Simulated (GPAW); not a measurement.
## Te2Mo: relaxation of cell and atoms with TPSS+D3

Crystal: Te2Mo.

```xyz
6
Lattice="3.5182 0.0000 0.0000 -1.7591 3.0469 0.0000 0.0000 0.0000 13.9736" Properties=species:S:1:pos:R:3 pbc="T T T"
Te    1.7591    1.0156    5.2960
Te    0.0000    2.0312   12.2828
Te    1.7591    1.0156    1.6908
Te    0.0000    2.0312    8.6776
Mo    1.7591    1.0156   10.4802
Mo    0.0000    2.0312    3.4934
```

* Program: GPAW 26.7.0
* Task: relaxation of cell and atoms
* Functional: TPSS
* Dispersion: D3
* Potentials or basis: GPAW PAW data sets (gpaw-data 1.2.1)
* Cutoff: 600 eV
* Basis: pw
* k mesh: 5 × 5 × 2
* Occupations: fermi-dirac, width 0.05 eV
* Spin: no spin polarisation
* Eigensolver: davidson
* Maxiter: 150
* Optimizer: BFGS
* Fmax: 0.01 eV/Å
* Max steps: 60

```yaml
Relaxed_volume: 23.39 Å³/atom
Relaxed_cell: a = 3.461 Å, b = 3.461 Å, c = 13.530 Å, α = 90.00°, β = 90.00°, γ = 120.00°
Space_group_after_relaxing_to_0.05_Å: P6_3/mmc (No. 194)
Energy_gained_by_relaxing: 12.3 meV/atom
Ionic_steps: 11
Pressure_after_relaxing: 0.0 GPa
Band_gap_on_the_k_mesh: 0.50 eV, indirect (least direct gap 1.08 eV)
Dispersion_energy_per_atom: -0.479 eV
```

Step by step:
| step | energy change (eV) | largest force (eV/Å) | pressure (GPa) | volume (Å³) |
| --- | --- | --- | --- | --- |
| 1 | 0.0000 | 0.0432 | -2.26 | 149.79 |
| 2 | -0.0055 | 0.0658 | -2.07 | 149.41 |
| 3 | -0.0447 | 0.3071 | 0.50 | 144.23 |
| 4 | -0.0497 | 0.2631 | 0.47 | 143.77 |
| 5 | -0.0606 | 0.0214 | -0.09 | 142.42 |
| 6 | -0.0611 | 0.0085 | -0.15 | 142.40 |
| 7 | -0.0670 | 0.1005 | -0.59 | 141.72 |
| 8 | -0.0709 | 0.1166 | -0.61 | 141.11 |
| 9 | -0.0736 | 0.0614 | -0.30 | 140.47 |
| 10 | -0.0741 | 0.0107 | -0.06 | 140.37 |
| 11 | -0.0741 | 0.0003 | 0.00 | 140.34 |

Final structure:
```cif
data_structure
_symmetry_space_group_name_H-M 'P 1'
_symmetry_Int_Tables_number 1
_cell_length_a 3.4608
_cell_length_b 3.4608
_cell_length_c 13.5296
_cell_angle_alpha 90.000
_cell_angle_beta 90.000
_cell_angle_gamma 120.000
_cell_volume 140.34
loop_
_atom_site_label
_atom_site_type_symbol
_atom_site_fract_x
_atom_site_fract_y
_atom_site_fract_z
_atom_site_occupancy
Te1 Te 0.66667 0.33333 0.38446 1
Te2 Te 0.33333 0.66667 0.88446 1
Te3 Te 0.66667 0.33333 0.11554 1
Te4 Te 0.33333 0.66667 0.61554 1
Mo1 Mo 0.66667 0.33333 0.75000 1
Mo2 Mo 0.33333 0.66667 0.25000 1
```

Levels at points of the mesh, in eV from the valence-band top:
```csv
k point,band 23,band 24,band 25,band 26,band 27,band 28,band 29,band 30
"(0.00, 0.00, 0.00)",-0.98,-0.98,-0.13,0.00,2.95,2.95,3.15,3.15
"(0.00, 0.00, 0.50)",-1.01,-1.01,-0.04,-0.04,2.99,2.99,2.99,2.99
```

Wall time 15 min on 1 thread of Intel(R) Xeon(R) Platinum 8488C (Sapphire Rapids) (shared host), peak memory 1.9 GiB.

Caveat: the k mesh is coarse; later steps reuse the first step's grids; the PAW data sets were made with another functional, which shifts forces and pressure a little; spin-orbit coupling is left out, which moves the levels of the heavy elements; an odd mesh through Γ misses points on the zone boundary, where band edges often lie.
